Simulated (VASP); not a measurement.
# BN (ae) (F-43m) in VASP: a series of runs

The runs below take BN (ae) through single point, with PBE.

All numbers are computed with VASP 6.6.1; they aren't measurements. Logs are shortened: lines on timing, memory, paths and dates and some standing lists are left out, and cuts for length are marked.

**Experimental background.**

From a printed reference work, monograph, for a bulk crystal of BN at 300 K: band gap 6.4 eV (indirect).

How close the calculation comes is told below.

### 1 The cell of the first run

The structure is cubic, space group F-43m (No. 216). Conventional cell: a = 3.512 Å, b = 3.512 Å, c = 3.512 Å, α = 90.00°, β = 90.00°, γ = 90.00°. Within 2.0 Å of B (site symmetry -43m) lie 4 N at 1.52 Å. N (site symmetry -43m) has 4 B at 1.52 Å within 2.0 Å.

### 2 Single point, PBE (volume scaled by 0.91)

INCAR

```
ALGO     = Normal         # electronic algorithm
EDIFF    = 1E-6           # SCF threshold, eV
ENCUT    = 600            # plane-wave cutoff, eV
GGA      = PE             # functional
GGA_COMPAT= F            
ISIF     = 2              # what is computed and relaxed
ISMEAR   = 0              # smearing method
LASPH    = T              # aspherical terms in the spheres
LCHARG   = F              # write CHGCAR
LREAL    = F              # projectors in reciprocal space
LWAVE    = F              # write WAVECAR
NBANDS   = 11             # bands
NELM     = 120            # most SCF steps
PREC     = Accurate       # precision mode
SIGMA    = 0.02           # smearing width, eV
```

KPOINTS

```
k-points
0
Gamma
  12 12 12
```

POSCAR

```
BN
1.0
    0.0000000000      1.7561998586      1.7561998586
    1.7561998586      0.0000000000      1.7561998586
    1.7561998586      1.7561998586      0.0000000000
B N
1 1
Direct
    0.0000000000      0.0000000000      0.0000000000
    0.2500000000      0.2500000000      0.2500000000
```

Potentials or basis: VASP PAW PBE potentials, release 64 (B, N).

Command:

```
$ cat potpaw_PBE.64/B/POTCAR potpaw_PBE.64/N/POTCAR > POTCAR
$ mpirun -np 1 vasp_std > vasp.out
```

OUTCAR:

```text
EDIFF = 1E-6
   ENCUT = 600
   GGA = PE
   ISIF = 2
   ISMEAR = 0
   LASPH = T
   LREAL = F
   NELM = 120
   PREC = Accurate

 ion  position               nearest neighbor table
   1  0.000  0.000  0.000-   2 1.52   2 1.52   2 1.52   2 1.52
   2  0.250  0.250  0.250-   1 1.52   1 1.52   1 1.52   1 1.52

  LATTYP: Found a face centered cubic cell.
 ALAT       =     3.5123997172

  Lattice vectors:

 A1 = (   0.0000000000,   1.7561998586,   1.7561998586)
 A2 = (   1.7561998586,   0.0000000000,   1.7561998586)
 A3 = (   1.7561998586,   1.7561998586,   0.0000000000)

Analysis of symmetry for initial positions (statically):
=====================================================================
 Subroutine PRICEL returns:
 Original cell was already a primitive cell.

 Routine SETGRP: Setting up the symmetry group for a
 face centered cubic supercell.

 Subroutine GETGRP returns: Found 24 space group operations
 (whereof 24 operations were pure point group operations)
 out of a pool of 48 trial point group operations.

The static configuration has the point symmetry T_d .

Analysis of symmetry for dynamics (positions and initial velocities):
=====================================================================
 Subroutine PRICEL returns:
 Original cell was already a primitive cell.

 Routine SETGRP: Setting up the symmetry group for a
 face centered cubic supercell.

 Subroutine GETGRP returns: Found 24 space group operations
 (whereof 24 operations were pure point group operations)
 out of a pool of 48 trial point group operations.

The dynamic configuration has the point symmetry T_d .

 Subroutine INISYM returns: Found 24 space group operations
 (whereof 24 operations are pure point group operations),
 and found     1 'primitive' translations

----------------------------------------------------------------------------------------

                                     Primitive cell

  volume of cell :      10.8331

  direct lattice vectors                    reciprocal lattice vectors
     0.000000000  1.756199859  1.756199859    -0.284705637  0.284705637  0.284705637
     1.756199859  0.000000000  1.756199859     0.284705637 -0.284705637  0.284705637
     1.756199859  1.756199859  0.000000000     0.284705637  0.284705637 -0.284705637

  length of vectors
     2.483641658  2.483641658  2.483641658     0.493124629  0.493124629  0.493124629

  position of ions in fractional coordinates (direct lattice)
     0.000000000  0.000000000  0.000000000
     0.250000000  0.250000000  0.250000000

  ion indices of the primitive-cell ions
   primitive index   ion index
                 1           1
                 2           2

----------------------------------------------------------------------------------------

 KPOINTS: k-points

Automatic generation of k-mesh.
 Grid dimensions read from file:
 generate k-points for:   12   12   12

 Generating k-lattice:

  Cartesian coordinates                     Fractional coordinates (reciprocal lattice)
    -0.023725470  0.023725470  0.023725470     0.083333333  0.000000000  0.000000000
     0.023725470 -0.023725470  0.023725470     0.000000000  0.083333333  0.000000000
     0.023725470  0.023725470 -0.023725470     0.000000000  0.000000000  0.083333333

  Length of vectors
     0.041093719  0.041093719  0.041093719

  Shift w.r.t. Gamma in fractional coordinates (k-lattice)
     0.000000000  0.000000000  0.000000000

 Subroutine IBZKPT returns following result:
 ===========================================

 Found     72 irreducible k-points:

 Following reciprocal coordinates:
            Coordinates               Weight
  0.000000  0.000000  0.000000      1.000000
  0.083333  0.000000  0.000000      8.000000
  0.166667  0.000000  0.000000      8.000000
  0.250000  0.000000  0.000000      8.000000
  0.333333  0.000000  0.000000      8.000000
  0.416667  0.000000  0.000000      8.000000
[... 16 lines left out ...]
  0.500000  0.166667  0.000000     24.000000
 -0.416667  0.166667  0.000000     24.000000
 [... further k-points ...]
   k-points           NKPTS =     72   k-points in BZ     NKDIM =     72   number of bands    NBANDS=     11
   number of dos      NEDOS =    301   number of ions     NIONS =      2
   total plane-waves  NPLWV =   8000
   dimension x,y,z NGX =    20 NGY =   20 NGZ =   20
   dimension x,y,z NGXF=    40 NGYF=   40 NGZF=   40
   ions per type =               1   1
   NGX,Y,Z   is equivalent  to a cutoff of  13.39, 13.39, 13.39 a.u.
   NGXF,Y,Z  is equivalent  to a cutoff of  26.77, 26.77, 26.77 a.u.
 SYSTEM =  unknown system
   PREC   = accura    normal or accurate (medium, high low for compatibility)
   ISTART =      0    job   : 0-new  1-cont  2-samecut
   ICHARG =      2    charge: 1-file 2-atom 10-const
   ISPIN  =      1    spin polarized calculation?
   LNONCOLLINEAR =      F non collinear calculations
   LSORBIT =      F    spin-orbit coupling
   LASPH  =      T    aspherical Exc in radial PAW
   ENCUT  =  600.0 eV  44.10 Ry    6.64 a.u.   4.96  4.96  4.96*2*pi/ulx,y,z
   NELM   =    120;   NELMIN=  2; NELMDL= -5     # of ELM steps
   EDIFF  = 0.1E-05   stopping-criterion for ELM
   LREAL  =      F    real-space projection
   EDIFFG = 0.1E-04   stopping-criterion for IOM
   NSW    =      0    number of steps for IOM
   IBRION =     -1    ionic relax: 0-MD 1-quasi-New 2-CG
   NFREE  =      0    steps in history (QN), initial steepest desc. (CG)
   ISIF   =      2    stress and relaxation
   ISYM   =      2    0-nonsym 1-usesym 2-fastsym
   POTIM  = 0.5000    time-step for ionic-motion
   TEBEG  =    0.0;   TEEND  =   0.0 temperature during run
   PSTRESS=    0.0 pullay stress
   NELECT =       8.0000    total number of electrons
   NUPDOWN=      -1.0000    fix difference up-down
   EMIN   =  10.00;   EMAX   =-10.00  energy-range for DOS
   EFERMI =   0.00;   METHOD = LEGACY
   ISMEAR =     0;   SIGMA  =   0.02  broadening in eV -4-tet -1-fermi 0-gaus
   EFERMI_NEDOS =   21; number of points for ismear=-14 and -15
   IALGO  =     38    algorithm
   IMIX   =      4    mixing-type and parameters
     AMIX     =   0.40;   BMIX     =  1.00
     AMIX_MAG =   1.60;   BMIX_MAG =  1.00
  volume/ion in A,a.u.               =       5.42        36.55
  Fermi-wavevector in a.u.,A,eV,Ry     =   1.479747  2.796317 29.792025  2.189652
  Thomas-Fermi vector in A             =   2.593867
   LORBIT       =      0    0 simple, 1 ext, 2 COOP (PROOUT), +10 PAW based schemes
   GGA     = PE    functional components
   LHFCALC =     F    Hartree Fock is set to
   AEXX    =    0.0000 exact exchange contribution
   IVDW    =     0    specifies the selected vdW correction
   LEPSILON=     F    determine dielectric tensor
   LRPA    =     F    only Hartree local field effects (RPA)
 non-spin polarized calculation
 Gauss-broadening in eV      SIGMA  =   0.02
  energy-cutoff  :      600.00
  volume of cell :       10.83
 maximum number of plane-waves:       372
   NGX =  9   NGY =  9   NGZ =  9

 number of electron       8.0000000 magnetization

 Free energy of the ion-electron system (eV)
  ---------------------------------------------------
  ext. energy  EPLUGINS =         0.00000000
  ---------------------------------------------------
  free energy    TOTEN  =       -17.32074489 eV

  energy without entropy =      -17.32074489  energy(sigma->0) =      -17.32074489

 E-fermi :   8.5984     XC(G=0): -13.2539

 val. band max:        8.5049901749   @ k =   0.0000   0.0000   0.0000
 cond. band min:      13.0506606832   @ k =   0.5000   0.5000   0.0000
 fundamental gap:      4.5456705083
 Fermi energy:         8.5984181207

 k-point     1 :       0.0000    0.0000    0.0000
  band No.  band energies     occupation
      1     -12.7427      2.00000
      2       8.5050      2.00000
      3       8.5050      2.00000
      4       8.5050      2.00000
      5      17.7370      0.00000
      6      17.7370      0.00000
      7      17.7370      0.00000
      8      20.2966      0.00000
      9      34.9189      0.00000
     10      37.3490      0.00000
     11      37.3490      0.00000

 k-point     2 :       0.0833    0.0000    0.0000
  band No.  band energies     occupation
      1     -12.5618      2.00000
      2       7.5367      2.00000
      3       8.3060      2.00000
      4       8.3060      2.00000
      5      18.0390      0.00000
      6      18.0390      0.00000
      7      18.0597      0.00000
      8      20.8026      0.00000
      9      34.4772      0.00000
     10      34.9813      0.00000
     11      34.9813      0.00000

 k-point     3 :       0.1667    0.0000    0.0000
  band No.  band energies     occupation
      1     -12.0248      2.00000
      2       5.3034      2.00000
      3       7.8245      2.00000
      4       7.8245      2.00000
      5      18.5871      0.00000
      6      18.7336      0.00000
      7      18.7336      0.00000
      8      22.0277      0.00000
      9      33.3271      0.00000
     10      33.3271      0.00000
     11      33.6435      0.00000

 k-point     4 :       0.2500    0.0000    0.0000
  band No.  band energies     occupation
      1     -11.1533      2.00000
      2       2.6714      2.00000
      3       7.2724      2.00000
      4       7.2724      2.00000
      5      19.0625      0.00000
      6      19.3772      0.00000
      7      19.3772      0.00000
      8      23.2539      0.00000
      9      32.9347      0.00000
     10      32.9347      0.00000
     11      33.0665      0.00000
[... 239 lines left out ...]
 k-point    22 :       0.4167    0.1667    0.0000
  band No.  band energies     occupation
      1      -9.0256      2.00000
      2      -0.2267      2.00000
      3       5.1572      2.00000
      4       5.2749      2.00000
      5      17.4320      0.00000
      6      21.9164      0.00000
      7      22.1332      0.00000
      8      23.2316      0.00000
      9      29.9947      0.00000
     10      36.4374      0.00000
     11      38.2549      0.00000

 k-point    23 :       0.5000    0.1667    0.0000
  band No.  band energies     occupation
      1      -7.9293      2.00000
      2      -1.9538      2.00000
      3       4.5219      2.00000
      4       5.3582      2.00000
      5      17.7710      0.00000
      6      21.8384      0.00000
      7      21.9457      0.00000
      8      24.6400      0.00000
      9      30.3727      0.00000
     10      36.6845      0.00000
     11      37.4590      0.00000

 k-point    24 :      -0.4167    0.1667    0.0000
  band No.  band energies     occupation
      1      -7.7111      2.00000
      2      -2.2627      2.00000
      3       4.0823      2.00000
      4       5.7045      2.00000
      5      18.2388      0.00000
      6      21.4033      0.00000
      7      21.8272      0.00000
      8      25.3479      0.00000
      9      30.6720      0.00000
     10      34.9538      0.00000
     11      36.9854      0.00000

 [... further k-points ...]
[... 5 lines left out ...]
  --------------------------------------------------------------------------------------
  -------------------------------------------------------------------------------------
  Total        2.8359097      2.8359097      2.8359097      0.0000000     -0.0000000      0.0000000
  in kB      419.4219710    419.4219710    419.4219710      0.0000000     -0.0000000      0.0000000
  external PRESSURE =     419.4219710 kB  Pullay stress =       0.0000000 kB

 VOLUME and BASIS-vectors are now :
 -----------------------------------------------------------------------------
  energy-cutoff  :      600.00
  volume of cell :       10.83
      direct lattice vectors                 reciprocal lattice vectors
     0.000000000  1.756199859  1.756199859    -0.284705637  0.284705637  0.284705637
     1.756199859  0.000000000  1.756199859     0.284705637 -0.284705637  0.284705637
     1.756199859  1.756199859  0.000000000     0.284705637  0.284705637 -0.284705637

 POSITION                                       TOTAL-FORCE (eV/Angst)
 -----------------------------------------------------------------------------------
      0.00000      0.00000      0.00000         0.000000      0.000000      0.000000
      0.87810      0.87810      0.87810        -0.000000     -0.000000     -0.000000
 -----------------------------------------------------------------------------------
    total drift:                                0.000000      0.000000      0.000000

  FREE ENERGIE OF THE ION-ELECTRON SYSTEM (eV)
  ---------------------------------------------------
  free  energy   TOTEN  =       -17.3207448887 eV

  energy  without entropy=      -17.3207448887  energy(sigma->0) =      -17.32074489
```

Wall time 4.9 s (1 thread of Intel Xeon 6975P-C (Granite Rapids), shared host); peak memory 0.12 GiB.

Results:

| Quantity | Value |
| --- | --- |
| Free energy | -17.3207 eV |
| Pressure | 41.9 GPa |
| Band gap on the k mesh | 4.55 eV, indirect (least direct gap 9.23 eV) |

Levels at points of the mesh, in eV from the valence-band top:
```
           k point  band 2  band 3  band 4  band 5  band 6  band 7
(0.00, 0.00, 0.00)    0.00    0.00    0.00    9.23    9.23    9.23
(0.50, 0.00, 0.00)  -11.51   -2.11   -2.11   11.18   11.18   11.30
(0.50, 0.50, 0.00)   -9.50   -5.35   -5.35    4.55    9.71   19.28
```

Caveat: the cell differs from its parent crystal (volume scaled by 0.91). A k mesh can miss the band edges.

### 3 Single point, PBE

This run uses another cell than the first one, of 5.95 Å³/atom, 1.099 times its volume.

INCAR

```
  ALGO = Normal
  EDIFF = 1E-6
  ENCUT = 600
  GGA = PE
  GGA_COMPAT = F
  ISIF = 2
  ISMEAR = 0
  LASPH = T
  LCHARG = F
  LREAL = F
  LWAVE = F
  NBANDS = 11
  NELM = 120
  PREC = Accurate
  SIGMA = 0.02
```

KPOINTS is that of step 2.

POSCAR

```
BN
1.0
    0.0000000000      1.8122862987      1.8122862987
    1.8122862987      0.0000000000      1.8122862987
    1.8122862987      1.8122862987      0.0000000000
B N
1 1
Direct
    0.0000000000      0.0000000000      0.0000000000
    0.2500000000      0.2500000000      0.2500000000
```

Potentials or basis: VASP PAW PBE potentials, release 64 (B, N).

Command:

```
$ cat potpaw_PBE.64/B/POTCAR potpaw_PBE.64/N/POTCAR > POTCAR
$ mpirun -np 1 vasp_std > vasp.out
```

Wall time 5.1 s (1 thread of Intel Xeon 6975P-C (Granite Rapids), shared host); peak memory 0.12 GiB.

Results (log left out):

- Free energy: -17.4546 eV
- Pressure: 0.0 GPa
- Band gap on the k mesh: 4.45 eV, indirect (least direct gap 8.78 eV)

Levels at points of the mesh, in eV from the valence-band top:
```tsv
k point	band 2	band 3	band 4	band 5	band 6	band 7
(0.00, 0.00, 0.00)	0.00	0.00	0.00	8.78	8.78	8.78
(0.50, 0.00, 0.00)	-10.62	-1.93	-1.93	10.04	10.66	10.66
(0.50, 0.50, 0.00)	-8.86	-4.86	-4.86	4.45	9.19	17.80
```

[end of part 1 of 2]
